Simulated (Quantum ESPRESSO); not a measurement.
# 2H-WSe2, 1 layer: a series in biaxial strain, part 5 of 8

Wanted: a table for 2H-WSe2, 1 layer against biaxial strain, and what can be fitted to it.

Quantum ESPRESSO 7.5; plane-wave DFT, PBE, GBRV ultrasoft pseudopotentials.

So far. Step 3 (Relaxation with pw.x, -4 %): The relaxation lowers the energy by 16 meV an atom. Step 6 (Band structure, -4 %): Along this path the valence top lies at K and the conduction bottom between K and Γ.

## 7. SCF with pw.x, -4 %

Level of this step: plane-wave DFT, PBE, PseudoDojo fully relativistic norm-conserving pseudopotentials (Quantum ESPRESSO 7.5).

Input file m0.soc.in:

```
&control
  prefix = 'm0.soc'
  outdir = './out'
  pseudo_dir = './pseudo'
  calculation = 'scf'
  tprnfor = .true.
/
&system
  ibrav = 0
  nat = 3
  ntyp = 2
  ecutwfc = 78
  ecutrho = 312
  occupations = 'smearing'
  smearing = 'fd'
  degauss = 0.002
  noncolin = .true.
  lspinorb = .true.
  nbnd = 52
/
&electrons
  conv_thr = 1e-07
  mixing_beta = 0.4
  electron_maxstep = 120
  mixing_mode = 'plain'
/
ATOMIC_SPECIES
  Se  78.9710  Se.dojo-fr-pbe-0.4-standard.upf
  W   183.8400  W.dojo-fr-pbe-0.4-standard.upf
CELL_PARAMETERS angstrom
  3.18543293760000 0.00000000000000 0.00000000000000
  -1.59271646880000 2.75866584576000 0.00000000000000
  0.00000000000000 0.00000000000000 18.74034793400000
ATOMIC_POSITIONS crystal
  Se  0.333333333300 0.666666666700 0.407585433700
  W   0.000000000000 0.000000000000 0.500000000000
  Se  0.333333333300 0.666666666700 0.592414566300
K_POINTS automatic
  6 6 1 0 0 0
```

Command:

```
$ OMP_NUM_THREADS=1 mpirun -n 4 pw.x -nk 2 -in m0.soc.in > m0.soc.out
```

The log of the run:

```text
[banner, memory and clock lines left out]
Program PWSCF v.7.5 starts
[citation notice left out]

[...]
Message from routine setup:
[...]
bravais-lattice index     =            0
     lattice parameter (alat)  =       6.0196  a.u.
     unit-cell volume          =    1111.3269 (a.u.)^3
     number of atoms/cell      =            3
     number of atomic types    =            2
     number of electrons       =        46.00
     number of Kohn-Sham states=           52
     kinetic-energy cutoff     =      78.0000  Ry
     charge density cutoff     =     312.0000  Ry
     scf convergence threshold =      1.0E-07
     mixing beta               =       0.4000
     number of iterations used =            8  plain     mixing
     Exchange-correlation= PBE
                           (   1   4   3   4   0   0   0)
     Non magnetic calculation with spin-orbit

[...]
PseudoPot. # 1 for Se read from file:
     ./pseudo/Se.dojo-fr-pbe-0.4-standard.upf
     Pseudo is Norm-conserving + core correction, Zval = 16.0
     Generated using ONCVPSP code by D. R. Hamann
     Using radial grid of 1214 points, 10 beta functions with:
                l(1) =   0
                l(2) =   0
                l(3) =   1
                l(4) =   1
                l(5) =   1
                l(6) =   1
                l(7) =   2
                l(8) =   2
                l(9) =   2
               l(10) =   2

     PseudoPot. # 2 for W  read from file:
     ./pseudo/W.dojo-fr-pbe-0.4-standard.upf
     Pseudo is Norm-conserving + core correction, Zval = 14.0
     Generated using ONCVPSP code by D. R. Hamann
     Using radial grid of 1396 points, 14 beta functions with:
                l(1) =   0
                l(2) =   0
                l(3) =   1
                l(4) =   1
                l(5) =   1
                l(6) =   1
                l(7) =   2
                l(8) =   2
                l(9) =   2
               l(10) =   2
               l(11) =   3
               l(12) =   3
               l(13) =   3
               l(14) =   3

     atomic species   valence    mass     pseudopotential
     Se               16.00    78.97100     Se( 1.00)
     W                14.00   183.84000     W ( 1.00)

     12 Sym. Ops. (no inversion) found

[...]
number of k points=     7  Fermi-Dirac smearing, width (Ry)=  0.0020
[...]
Dense  grid:   103219 G-vectors     FFT dimensions: (  36,  36, 200)

     Initial potential from superposition of free atoms

     starting charge      45.9993, renormalised to      46.0000

     negative rho (up, down):  2.366E-05 0.000E+00
     Starting wfcs are   56 randomized atomic wfcs

     per-process dynamical memory:   119.4 Mb

     Self-consistent Calculation

     iteration #  1     ecut=    78.00 Ry     beta= 0.40
     Davidson diagonalization with overlap
     ethr =  1.00E-02,  avg # of iterations =  2.1

     Threshold (ethr) on eigenvalues was too large:
     Diagonalizing with lowered threshold

     Davidson diagonalization with overlap
     ethr =  1.31E-04,  avg # of iterations =  5.1

     negative rho (up, down):  1.291E-05 0.000E+00

     total energy              =    -636.93962209 Ry
     estimated scf accuracy    <       0.10430290 Ry

     iteration #  2     ecut=    78.00 Ry     beta= 0.40
[...]
negative rho (up, down):  9.640E-06 0.000E+00

[...]
total energy              =    -636.94646270 Ry
     estimated scf accuracy    <       0.10498844 Ry

     iteration #  3     ecut=    78.00 Ry     beta= 0.40
[...]
negative rho (up, down):  3.105E-06 0.000E+00

[...]
total energy              =    -636.96224807 Ry
     estimated scf accuracy    <       0.00675922 Ry

     iteration #  4     ecut=    78.00 Ry     beta= 0.40
[...]
negative rho (up, down):  5.715E-07 0.000E+00

[...]
total energy              =    -636.96264567 Ry
     estimated scf accuracy    <       0.00197391 Ry

     iteration #  5     ecut=    78.00 Ry     beta= 0.40
[...]
negative rho (up, down):  8.335E-08 0.000E+00

[...]
total energy              =    -636.96304479 Ry
     estimated scf accuracy    <       0.00091603 Ry

     iteration #  6     ecut=    78.00 Ry     beta= 0.40
[...]
total energy              =    -636.96316635 Ry
     estimated scf accuracy    <       0.00000884 Ry

     iteration #  7     ecut=    78.00 Ry     beta= 0.40
[...]
total energy              =    -636.96317481 Ry
     estimated scf accuracy    <       0.00003695 Ry

     iteration #  8     ecut=    78.00 Ry     beta= 0.40
[...]
total energy              =    -636.96317302 Ry
     estimated scf accuracy    <       0.00000973 Ry

     iteration #  9     ecut=    78.00 Ry     beta= 0.40
[...]
total energy              =    -636.96317504 Ry
     estimated scf accuracy    <       0.00000073 Ry

     iteration # 10     ecut=    78.00 Ry     beta= 0.40
[...]
total energy              =    -636.96317498 Ry
     estimated scf accuracy    <       0.00000036 Ry

     iteration # 11     ecut=    78.00 Ry     beta= 0.40
[...]
End of self-consistent calculation

          k = 0.0000 0.0000 0.0000 ( 13041 PWs)   bands (ev):

   -72.0127 -72.0127 -46.4438 -46.4438 -46.4436 -46.4436 -46.4153 -46.4153
   -46.4145 -46.4145 -45.5575 -45.5575 -45.5562 -45.5562 -45.5319 -45.5319
   -45.5311 -45.5311 -45.5188 -45.5188 -45.5187 -45.5187 -43.3978 -43.3978
   -33.7160 -33.7160 -33.5025 -33.5025 -13.3865 -13.3865 -12.2060 -12.2060
    -4.8369  -4.8369  -1.0061  -1.0061  -0.4677  -0.4677  -0.1625  -0.1625
     0.5107   0.5107   1.0810   1.0810   1.1000   1.1000   4.8114   4.8114
     5.0021   5.0021   5.0455   5.0455

          k = 0.0000 0.1925 0.0000 ( 12981 PWs)   bands (ev):

   -72.0086 -72.0086 -46.4432 -46.4432 -46.4431 -46.4431 -46.4149 -46.4149
   -46.4146 -46.4146 -45.5565 -45.5565 -45.5553 -45.5553 -45.5325 -45.5325
   -45.5315 -45.5315 -45.5190 -45.5190 -45.5179 -45.5179 -43.4119 -43.4119
   -33.7266 -33.7266 -33.5646 -33.5646 -12.9296 -12.9296 -11.9504 -11.9504
    -4.2585  -4.2585  -1.5663  -1.5663  -1.4613  -1.4613   0.0416   0.0416
     0.1497   0.1497   0.4587   0.4587   0.9120   0.9120   3.7009   3.7009
     4.4409   4.4409   4.6026   4.6026

[...]
the Fermi energy is     2.4979 ev

!    total energy              =    -636.96317504 Ry
     estimated scf accuracy    <          5.8E-09 Ry
     smearing contrib. (-TS)   =      -0.00000000 Ry
     internal energy E=F+TS    =    -636.96317504 Ry

     The total energy is F=E-TS. E is the sum of the following terms:
     one-electron contribution =   -2839.84518289 Ry
     hartree contribution      =    1415.85566818 Ry
     xc contribution           =    -130.21672532 Ry
     ewald contribution        =     917.24306499 Ry

     convergence has been achieved in  11 iterations

     Forces acting on atoms (cartesian axes, Ry/au):

     atom    1 type  1   force =     0.00000000    0.00000000   -0.00122988
     atom    2 type  2   force =    -0.00000000   -0.00000000    0.00000000
     atom    3 type  1   force =     0.00000000    0.00000000    0.00122988

     Total force =     0.001739     Total SCF correction =     0.000457
     SCF correction compared to forces is large: reduce conv_thr to get better values

[...]
```

Wall time 2 min (4 MPI ranks of Arm Neoverse N1, shared host); peak memory 0.88 GiB.

Read from the output:

* free energy: -8666.3255 eV
* Fermi energy: 2.498 eV
* valence top, on the run's zero: 1.916 eV
* conduction bottom, on the run's zero: 3.083 eV
* gap by band count: 1.167 eV

## 8. Band structure, -4 %

Input file m0.soc.bands.in:

```
&control
  prefix = 'm0.soc.bands'
  outdir = './out'
  pseudo_dir = './pseudo'
  calculation = 'bands'
/
&system
  ibrav = 0
  nat = 3
  ntyp = 2
  ecutwfc = 78
  ecutrho = 312
  occupations = 'smearing'
  smearing = 'fd'
  degauss = 0.002
  noncolin = .true.
  lspinorb = .true.
  nbnd = 52
/
&electrons
  conv_thr = 1e-07
  mixing_beta = 0.4
  electron_maxstep = 120
  mixing_mode = 'plain'
/
ATOMIC_SPECIES
  Se  78.9710  Se.dojo-fr-pbe-0.4-standard.upf
  W   183.8400  W.dojo-fr-pbe-0.4-standard.upf
CELL_PARAMETERS angstrom
  3.18543293760000 0.00000000000000 0.00000000000000
  -1.59271646880000 2.75866584576000 0.00000000000000
  0.00000000000000 0.00000000000000 18.74034793400000
ATOMIC_POSITIONS crystal
  Se  0.333333333300 0.666666666700 0.407585433700
  W   0.000000000000 0.000000000000 0.500000000000
  Se  0.333333333300 0.666666666700 0.592414566300
K_POINTS crystal_b
4
  0.0000000000 0.0000000000 0.0000000000 10
  0.5000000000 0.0000000000 0.0000000000 10
  0.3333333333 0.3333333333 0.0000000000 10
  0.0000000000 0.0000000000 0.0000000000 1
```

Command:

```
$ cp -r out/m0.soc.save out/m0.soc.bands.save
$ cp out/m0.soc.xml out/m0.soc.bands.xml
$ OMP_NUM_THREADS=1 mpirun -n 4 pw.x -nk 4 -in m0.soc.bands.in > m0.soc.bands.out
```

The log of the run:

```text
[banner, memory and clock lines left out]
Program PWSCF v.7.5 starts
[citation notice left out]

[...]
Message from routine setup:
[...]
bravais-lattice index     =            0
     lattice parameter (alat)  =       6.0196  a.u.
     unit-cell volume          =    1111.3269 (a.u.)^3
     number of atoms/cell      =            3
     number of atomic types    =            2
     number of electrons       =        46.00
     number of Kohn-Sham states=           52
     kinetic-energy cutoff     =      78.0000  Ry
     charge density cutoff     =     312.0000  Ry
     Exchange-correlation= PBE
                           (   1   4   3   4   0   0   0)
     Non magnetic calculation with spin-orbit

[...]
PseudoPot. # 1 for Se read from file:
     ./pseudo/Se.dojo-fr-pbe-0.4-standard.upf
     Pseudo is Norm-conserving + core correction, Zval = 16.0
     Generated using ONCVPSP code by D. R. Hamann
     Using radial grid of 1214 points, 10 beta functions with:
                l(1) =   0
                l(2) =   0
                l(3) =   1
                l(4) =   1
                l(5) =   1
                l(6) =   1
                l(7) =   2
                l(8) =   2
                l(9) =   2
               l(10) =   2

     PseudoPot. # 2 for W  read from file:
     ./pseudo/W.dojo-fr-pbe-0.4-standard.upf
     Pseudo is Norm-conserving + core correction, Zval = 14.0
     Generated using ONCVPSP code by D. R. Hamann
     Using radial grid of 1396 points, 14 beta functions with:
                l(1) =   0
                l(2) =   0
                l(3) =   1
                l(4) =   1
                l(5) =   1
                l(6) =   1
                l(7) =   2
                l(8) =   2
                l(9) =   2
               l(10) =   2
               l(11) =   3
               l(12) =   3
               l(13) =   3
               l(14) =   3

     atomic species   valence    mass     pseudopotential
     Se               16.00    78.97100     Se( 1.00)
     W                14.00   183.84000     W ( 1.00)

     12 Sym. Ops. (no inversion) found

[...]
number of k points=    31  Fermi-Dirac smearing, width (Ry)=  0.0020
[...]
Dense  grid:   103219 G-vectors     FFT dimensions: (  36,  36, 200)

     The potential is recalculated from file :
     ./out/m0.soc.bands.save/charge-density

     Starting wfcs are   56 randomized atomic wfcs

     Band Structure Calculation
     Davidson diagonalization with overlap

     ethr =  2.17E-10,  avg # of iterations = 41.6

     End of band structure calculation

          k = 0.0000 0.0000 0.0000 ( 13041 PWs)   bands (ev):

   -72.0110 -72.0110 -46.4437 -46.4437 -46.4435 -46.4435 -46.4152 -46.4152
   -46.4145 -46.4145 -45.5574 -45.5574 -45.5561 -45.5561 -45.5318 -45.5318
   -45.5310 -45.5310 -45.5187 -45.5187 -45.5186 -45.5186 -43.3961 -43.3961
   -33.7144 -33.7144 -33.5008 -33.5008 -13.3861 -13.3861 -12.2057 -12.2057
    -4.8363  -4.8363  -1.0058  -1.0058  -0.4666  -0.4666  -0.1615  -0.1615
     0.5116   0.5116   1.0819   1.0819   1.1008   1.1008   4.8120   4.8120
     5.0026   5.0026   5.0460   5.0460

          k = 0.0500 0.0289 0.0000 ( 13031 PWs)   bands (ev):

   -72.0106 -72.0106 -46.4437 -46.4437 -46.4435 -46.4435 -46.4151 -46.4151
   -46.4145 -46.4145 -45.5573 -45.5573 -45.5561 -45.5561 -45.5318 -45.5318
   -45.5311 -45.5311 -45.5188 -45.5188 -45.5184 -45.5184 -43.3974 -43.3974
   -33.7151 -33.7151 -33.5073 -33.5073 -13.3435 -13.3435 -12.1819 -12.1819
    -4.7806  -4.7806  -1.0562  -1.0562  -0.5277  -0.5277  -0.1904  -0.1904
     0.4924   0.4924   1.0099   1.0099   1.0878   1.0878   4.7614   4.7614
     4.8072   4.8072   4.9834   4.9834

[...]
```

Run time: 4.8 min. Hardware: 4 MPI ranks; peak memory 0.93 GiB; 19 min of CPU time.

Read from the output:

* valence top, on the run's zero: 1.917 eV
* conduction bottom, on the run's zero: 3.084 eV
* gap by band count: 1.166 eV

Band numbers count within the set of bands kept for display. Electronic bands along the path, in eV, zero at the highest filled level of the SCF mesh; v1 is the highest filled band, c1 the lowest empty one:

| point | v4 | v3 | v2 | v1 | c1 | c2 | c3 | c4 |
| --- | --- | --- | --- | --- | --- | --- | --- | --- |
| Γ | -0.83 | -0.83 | -0.82 | -0.82 | 2.90 | 2.90 | 3.09 | 3.09 |
| halfway | -1.46 | -1.46 | -1.21 | -1.21 | 1.50 | 1.50 | 2.38 | 2.38 |
| M | -1.36 | -1.36 | -0.72 | -0.72 | 2.53 | 2.53 | 2.82 | 2.82 |
| halfway | -2.65 | -2.61 | -0.73 | -0.38 | 2.25 | 2.37 | 2.88 | 2.95 |
| K | -2.89 | -2.81 | -0.41 | 0.00 | 1.77 | 1.92 | 2.33 | 2.42 |
| halfway | -1.70 | -1.47 | -1.05 | -0.78 | 1.17 | 1.31 | 2.39 | 2.41 |
| Γ | -0.83 | -0.83 | -0.82 | -0.82 | 2.90 | 2.90 | 3.09 | 3.09 |

Along this path the valence top lies at K and the conduction bottom between K and Γ.

(Part 5 of 8 ends here.)

[Logs are printed without paths, hosts, clocks, repeated set-up lines and the standing remarks that a program may print on its own settings, such as how far it seeks lower states.]

[Hosts, paths, dates, database ids (printed as entryN), source tags and the programs' standing remarks are cut or masked in the printed files.]

[Maps of the electrostatic potential energy from Ansatz leave out the sawtooth potential of an applied field or a dipole correction, so their vacuum need not be flat; planar profiles and work functions include it.]
